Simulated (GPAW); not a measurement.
# black phosphorene monolayer: work function by functional and basis, part 2 of 2

Wanted: work functions and dipole of black phosphorene monolayer, with the cost of each level. Where a layer proves gapped, the work function hangs on where the smearing puts the Fermi level, and the band edges take its place.

GPAW 26.7.0; GPAW, PAW setups; layer in a repeated cell with vacuum, relaxation of atoms and in-plane cell (the session's first sound run).

So far, upper work function (eV): step 3 (plane waves, PBE) 4.58; step 4 (LDA) 4.80; step 5 (RPBE) 4.50; step 6 (GPAW, PAW setups) 4.90.

**7. OptPBE vdW: xc = "optPBE-vdW"**

Level of this step: GPAW, PAW setups; slab in vacuum (GPAW).

The same geometry under optPBE-vdW, to see how far the functional moves the levels against the vacuum (the van der Waals functionals take revPBE setups).

run.py

```python
import json
import numpy as np
from ase import Atoms
from gpaw import GPAW, PW

slab = Atoms(
    ['P', 'P', 'P', 'P'],
    positions=[
        [0.40951, -0.00000, 8.00020],
        [1.90352, 1.65303, 8.00000],
        [4.21326, -0.00000, 10.11053],
        [2.71925, 1.65303, 10.11073]],
    cell=[[4.62277, 0.0, 0.0], [-0.0, 3.30606, 0.0], [0.0, 0.0, 18.1107]],
    pbc=[True, True, False])

slab.calc = GPAW(mode=PW(400), xc='optPBE-vdW', kpts={'size': (6, 8, 1), 'gamma': True},
                 occupations={'name': 'fermi-dirac', 'width': 0.05}, nbands='160%',
                 convergence={'density': 1e-05}, maxiter=200,
                 poissonsolver={'dipolelayer': 'xy'},
                 symmetry={'tolerance': 1e-3}, txt='slab.txt')
result = {}
energy = slab.get_potential_energy()
fermi = slab.calc.get_fermi_level()
v = slab.calc.get_electrostatic_potential().mean((0, 1)) - fermi
n = slab.calc.get_pseudo_density().mean((0, 1))
L = slab.cell[2, 2]
z = np.arange(len(v)) * L / len(v)
low, high = slab.positions[:, 2].min(), slab.positions[:, 2].max()
below, above = np.interp([low - 5.8, high + 5.8], z, v)
slopes = [np.interp(x, z, np.gradient(v, z)) for x in (low - 5.8, high + 5.8)]
eps = np.array([[slab.calc.get_eigenvalues(k, s) for k in range(len(slab.calc.get_ibz_k_points()))]
                for s in range(slab.calc.get_number_of_spins())]) - fermi
top, bottom = eps[eps < 0].max(), eps[eps > 0].min()
dipole = slab.get_dipole_moment()[2]
print(f'energy {energy:.4f} eV, Fermi level {fermi:.4f} eV, dipole {dipole:.5f} e A')
print(f'potential 5.8 A off the faces, from the Fermi level: lower {below:.4f} eV, upper {above:.4f} eV')
print(f'slope of the potential there: lower {slopes[0]:.5f}, upper {slopes[1]:.5f} eV/A')
print(f'nearest levels on the mesh: {top:.4f} and {bottom:.4f} eV')
print('magnetic moment', round(slab.get_magnetic_moment(), 3))
result.update(energy=energy, fermi=fermi, dipole=dipole, below=below, above=above, slopes=slopes, edges=[top, bottom],
              z=z.tolist(), v=v.tolist(), n=n.tolist(), positions=slab.positions.tolist(),
              forces=slab.get_forces(apply_constraint=False).tolist(), moments=slab.get_magnetic_moments().tolist())
json.dump(result, open('result.json', 'w'))
```

Launch:

```console
> OMP_NUM_THREADS=1 OPENBLAS_NUM_THREADS=1 python run.py
```

The program printed:

```text
energy -42.6112 eV, Fermi level -1.6773 eV, dipole 0.00035 e A
potential 5.8 A off the faces, from the Fermi level: lower 4.7835 eV, upper 4.7796 eV
slope of the potential there: lower 0.00005, upper -0.00005 eV/A
nearest levels on the mesh: -0.4641 and 0.4418 eV
magnetic moment 0.0
```

Wall time 29 s (1 thread of Arm Neoverse V2, shared host); peak memory 0.37 GiB.

Numbers from this step:

```yaml
levels_nearest_the_fermi_level_on_the_mesh: -0.4641, 0.4418 eV from the Fermi level
upper_work_function: 4.780 eV
lower_work_function: 4.783 eV
upper_ionisation_energy: 5.244 eV
```

The highest filled level lies 0.464 eV under the Fermi level, so the ionisation energy from the upper face is 4.780 + 0.464 = 5.244 eV, against 5.047 eV in the base run.

**8. Self-consistent run: xc = "revPBE"**

The same geometry under revPBE, to see how far the functional moves the levels against the vacuum.

Changes to run.py since step 7:

```diff
@@ -15,3 +15,3 @@
 
-slab.calc = GPAW(mode=PW(400), xc='optPBE-vdW', kpts={'size': (6, 8, 1), 'gamma': True},
+slab.calc = GPAW(mode=PW(400), xc='revPBE', kpts={'size': (6, 8, 1), 'gamma': True},
                  occupations={'name': 'fermi-dirac', 'width': 0.05}, nbands='160%',
```

The program printed:

```text
energy -20.2429 eV, Fermi level -1.4466 eV, dipole 0.00035 e A
potential 5.8 A off the faces, from the Fermi level: lower 4.5001 eV, upper 4.4963 eV
slope of the potential there: lower 0.00006, upper -0.00006 eV/A
nearest levels on the mesh: -0.4805 and 0.4583 eV
magnetic moment 0.0
```

It took 22 s on 1 thread; peak memory 0.21 GiB.

This step gave:

* dipole along the normal: 3.50e-4 e·Å
* levels nearest the Fermi level on the mesh: -0.4805, 0.4583 eV from the Fermi level
* upper work function: 4.496 eV
* lower work function: 4.500 eV
* upper ionisation energy: 4.977 eV

The highest filled level lies 0.481 eV under the Fermi level, so the ionisation energy from the upper face is 4.496 + 0.481 = 4.977 eV, against 5.047 eV in the base run.

**9. Real-space grid: mode = "fd"**

A real-space grid is a second complete basis, so it checks the plane-wave result.

Changes to run.py since step 8:

```diff
@@ -3,3 +3,3 @@
 from ase import Atoms
-from gpaw import GPAW, PW
+from gpaw import GPAW
 
@@ -15,3 +15,3 @@
 
-slab.calc = GPAW(mode=PW(400), xc='revPBE', kpts={'size': (6, 8, 1), 'gamma': True},
+slab.calc = GPAW(mode='fd', h=0.18, xc='PBE', kpts={'size': (6, 8, 1), 'gamma': True},
                  occupations={'name': 'fermi-dirac', 'width': 0.05}, nbands='160%',
```

The program printed:

```text
energy -21.2836 eV, Fermi level -4.5870 eV, dipole 0.00033 e A
potential 5.8 A off the faces, from the Fermi level: lower 4.5890 eV, upper 4.5851 eV
slope of the potential there: lower -0.00001, upper 0.00001 eV/A
nearest levels on the mesh: -0.4624 and 0.4393 eV
magnetic moment 0.0
```

Elapsed: 93 s, on 1 thread; peak memory 0.53 GiB.

Numbers from this step:

| Item | Value |
| --- | --- |
| dipole along the normal | 3.25e-4 e·Å |
| levels nearest the Fermi level on the mesh | -0.4624, 0.4393 eV from the Fermi level |
| upper work function | 4.585 eV |
| lower work function | 4.589 eV |
| upper ionisation energy | 5.048 eV |

Electrostatic potential energy of an electron (without an applied field's), less the Fermi level, planar mean against z:

z (Å), electrostatic potential energy of an electron (without an applied field's), less the Fermi level, planar mean (eV) and a bar from the least value:
```
      0.0        4.6 ##############################
      0.5        4.6 ##############################
      1.0        4.6 ##############################
      1.5        4.6 ##############################
      2.0        4.6 ##############################
      2.5        4.6 ##############################
      3.0        4.6 ##############################
      3.5        4.6 ##############################
      4.0        4.6 ##############################
      4.5        4.6 ##############################
      5.0        4.6 ##############################
      5.5        4.6 ##############################
      6.0        4.4 ##############################
      6.5        3.9 #############################
      7.0        1.6 ##########################
      7.5       -7.1 ###############
      8.0      -19.5 
      8.5       -7.9 ##############
      9.0       -0.8 #######################
      9.5       -5.3 ##################
     10.0      -18.6 #
     10.5      -10.4 ###########
     11.0        0.5 #########################
     11.5        3.7 #############################
     12.0        4.4 ##############################
     12.5        4.5 ##############################
     13.0        4.6 ##############################
     13.5        4.6 ##############################
     14.0        4.6 ##############################
     14.5        4.6 ##############################
     15.0        4.6 ##############################
     15.5        4.6 ##############################
     16.0        4.6 ##############################
     16.5        4.6 ##############################
     17.0        4.6 ##############################
     17.5        4.6 ##############################
     18.0        4.6 ##############################
```

The highest filled level lies 0.462 eV under the Fermi level, so the ionisation energy from the upper face is 4.585 + 0.462 = 5.048 eV, against 5.047 eV in the base run.

**10. Atomic orbitals: mode = "lcao"**

Atom-centred orbitals end a few angstrom from the surface, which tests how much the density's tail matters.

Changes to run.py since step 9:

```diff
@@ -15,4 +15,4 @@
 
-slab.calc = GPAW(mode='fd', h=0.18, xc='PBE', kpts={'size': (6, 8, 1), 'gamma': True},
-                 occupations={'name': 'fermi-dirac', 'width': 0.05}, nbands='160%',
+slab.calc = GPAW(mode='lcao', basis='dzp', h=0.18, xc='PBE', kpts={'size': (6, 8, 1), 'gamma': True},
+                 occupations={'name': 'fermi-dirac', 'width': 0.05}, nbands='120%',
                  convergence={'density': 1e-05}, maxiter=200,
```

The program printed:

```text
energy -20.5776 eV, Fermi level -4.4036 eV, dipole 0.00033 e A
potential 5.8 A off the faces, from the Fermi level: lower 4.4055 eV, upper 4.4016 eV
slope of the potential there: lower -0.00000, upper -0.00000 eV/A
nearest levels on the mesh: -0.5231 and 0.5039 eV
magnetic moment 0.0
```

Run time: 32 s. Hardware: 1 thread; peak memory 0.27 GiB.

Numbers from this step:

* levels nearest the Fermi level on the mesh: -0.5231, 0.5039 eV from the Fermi level
* upper work function: 4.402 eV
* lower work function: 4.405 eV
* upper ionisation energy: 4.925 eV

The highest filled level lies 0.523 eV under the Fermi level, so the ionisation energy from the upper face is 4.402 + 0.523 = 4.925 eV, against 5.047 eV in the base run.

**11. All levels side by side**

Times are for 1 thread of Arm Neoverse V2, shared host. Results by setting:

```tsv
no.	run	upper ionisation energy (eV)	time	memory (GiB)
1	pw	5.047	22 s	0.21
2	LDA	5.219	21 s	0.2
3	RPBE	4.981	22 s	0.21
4	vdW DF2	5.379	29 s	0.37
5	optPBE vdW	5.244	29 s	0.37
6	revPBE	4.977	22 s	0.21
7	fd	5.048	93 s	0.53
8	lcao	4.925	32 s	0.27
```

**12. Side by side**

Results and costs are gathered.

This step: comparison of work functions, dipole and cost (GPAW 26.7.0).

Ladder, by row:

```tsv
step	code	work function, upper (eV)	work function, lower (eV)	dipole (e Å)	wall time (s)	peak memory (GiB)	threads
pw	GPAW	4.584	4.588	3.51e-4	21.52	0.21	1
LDA	GPAW	4.799	4.802	3.52e-4	20.77	0.2	1
RPBE	GPAW	4.5	4.504	3.50e-4	21.81	0.21	1
vdW-DF2	GPAW	4.899	4.903	3.51e-4	28.79	0.37	1
optPBE-vdW	GPAW	4.78	4.783	3.51e-4	29.11	0.37	1
revPBE	GPAW	4.496	4.5	3.50e-4	21.56	0.21	1
fd	GPAW	4.585	4.589	3.25e-4	92.56	0.53	1
lcao	GPAW	4.402	4.405	3.25e-4	31.6	0.27	1
```

**13. A changed run**

One more run, with changed settings.

This step: GPAW, PAW setups; slab in vacuum (GPAW 26.7.0).

Changes to run.py since step 10:

```diff
@@ -3,3 +3,3 @@
 from ase import Atoms
-from gpaw import GPAW
+from gpaw import GPAW, PW
 
@@ -13,7 +13,7 @@
     cell=[[4.62277, 0.0, 0.0], [-0.0, 3.30606, 0.0], [0.0, 0.0, 18.1107]],
-    pbc=[True, True, False])
+    pbc=[True, True, True])
 
-slab.calc = GPAW(mode='lcao', basis='dzp', h=0.18, xc='PBE', kpts={'size': (6, 8, 1), 'gamma': True},
-                 occupations={'name': 'fermi-dirac', 'width': 0.05}, nbands='120%',
-                 convergence={'density': 1e-05}, maxiter=200,
+slab.calc = GPAW(mode=PW(400), xc='PBE', kpts={'size': (6, 8, 1), 'gamma': True},
+                 occupations={'name': 'fermi-dirac', 'width': 0.05}, nbands='160%',
+                 convergence={'density': 1e-05}, maxiter=50,
                  poissonsolver={'dipolelayer': 'xy'},
```

The program printed:

```text
AssertionError
```

It took 0.77 s on 1 thread; peak memory 0.13 GiB.

The input was rejected at the start.

The fault put into the input: a dipole layer in a cell that repeats along the normal (pbc_z = true).

**14. Summary of results**

```
work function, both faces (Fermi level placed in the gap by the smearing)        : 4.58 eV
ionisation energy from the upper face (highest filled level on the mesh)         : 5.05 eV
electron affinity from the upper face (lowest empty Kohn-Sham level on the mesh) : 4.14 eV
dipole along the normal                                                          : 3.5e-4 e Å
```

With plane waves and PBE the ionisation energy from the upper face is 5.05 eV and the Kohn-Sham electron affinity 4.14 eV. The levels nearest the Fermi level on the mesh lie 0.902 eV apart, so the slab is gapped there: the smearing puts the Fermi level inside the gap, and from either face the ionisation energy is the work function plus 0.46 eV. Both are Kohn-Sham levels on the mesh, and semilocal gaps are too small, so the affinity tends to come out too large and the ionisation energy too small. Work functions of a gapped slab move with the place of the Fermi level in the gap; over the runs without a planted fault the highest filled level on the mesh lies 4.92 (lcao) to 5.38 eV (vdW-DF2) under the upper vacuum level. The small printed dipole stands for a step of -4.2 meV from the lower to the upper face, and the probes find -3.8 meV; values this small are near the numerical noise of both. The layer's cell and atoms come from the relaxation; spin-orbit coupling and temperature are left out.

[Logs are printed without paths, hosts, clocks, repeated set-up lines and the standing remarks that a program may print on its own settings, such as how far it seeks lower states.]

[Hosts, paths, dates, database ids (printed as entryN), source tags and the programs' standing remarks are cut or masked in the printed files.]
